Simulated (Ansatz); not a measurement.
## Na and the effect of the functional

```
CELL_PARAMETERS angstrom
-2.14100 2.14100 2.14100
2.14100 -2.14100 2.14100
2.14100 2.14100 -2.14100
ATOMIC_POSITIONS crystal
Na 0.00000 0.00000 0.00000
```

Kept alike: task band structure; k mesh 9 × 9 × 9; occupations fermi-dirac, width 0.05 eV; no spin polarisation. Program: Ansatz, all-electron LAPW, scalar-relativistic. The mesh is that of the run's cell of 1 atom. No spin-orbit coupling.

| functional | pressure (GPa) |
| --- | --- |
| LDA | -1.12 |
| PBE | -0.42 |
| PBEsol | -0.55 |

Pressure is positive in compression. For a metal such a mesh leaves the last digits unconverged.

The pressure runs from -1.12 (LDA) to -0.42 GPa (PBE). From PBE: LDA -0.70; PBEsol -0.13.
